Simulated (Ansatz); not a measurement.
Runs of Ansatz 0.2.0 on TiO2. Symmetry: Cmcm, No. 63, orthorhombic system. Conventional cell: a = 2.948 Å, b = 9.593 Å, c = 10.235 Å, α = 90.00°, β = 90.00°, γ = 90.00°. Ti (site symmetry m) has 3 O at 1.83 to 1.89 Å as nearest neighbours. Around O (site symmetry 2/m) lie 4 Ti at 2.13 Å. O (site symmetry m2m) is surrounded by 2 Ti at 1.83 Å. O (site symmetry m) is surrounded by 2 Ti at 1.89 Å. Measurements of this composition are mostly on another form, of space group No. 141.

| task | level | U | cell | k mesh | cutoff (eV) | points for each segment of the path | hubbard projectors | double counting | gap on the mesh (eV) | pressure (GPa) | relaxed volume (Å³/atom) | largest force (eV/Å) |
| --- | --- | --- | --- | --- | --- | --- | --- | --- | --- | --- | --- | --- |
| band structure | PBEsol+U | Ti d U = 6 eV | as given | 9 × 9 × 3 | 420 | 10 | ortho-atomic (the default) | fll (the default) | 3.01 | -2.1 | - | 0.33 |
| relaxation of cell and atoms | PBE+D3(BJ) | - | relaxed | 9 × 9 × 3 | 420 | - | - | - | (a) | 0.0 | 11.57 | - |
| single point | PBE | - | as given | 16 × 16 × 5 | 420 | - | - | - | 2.56 | (c) | - | (b) |
| single point | PBE | - | as given | 9 × 9 × 3 | 300 | - | - | - | 2.54 | -2.5 | - | 0.49 |
| relaxation of cell and atoms | r2SCAN+D3(BJ) | - | relaxed | 9 × 9 × 3 | 500 | - | - | - | 3.02 | 0.0 | 11.45 | 0.01 |

Alike in all rows: potentials or basis Ansatz PAW; no spin polarisation; smearing fermi-dirac 0.05 eV.

Task: Estimate the missing entries.

Result: (a) 2.63; (b) 0.18; (c) -1.4.

Caveats: odd divisions of the mesh miss points on the zone boundary, where band edges often lie, so the gap on the mesh can be too wide (some runs); the PAW data sets come from PBE, with cores solved anew for the run's functional, which leaves a small shift of forces and pressure (some runs); the plane-wave basis is chosen anew once the cell has moved, so the energies of steps on either side of that aren't comparable (some runs); the pressure holds a Pulay correction of +29.0 GPa for the finite cutoff (some runs); the cutoff lies under the one recommended for these potentials (some runs); the dispersion damping was fitted for another functional or another form of the correction (some runs).

A k mesh can miss the band edges.
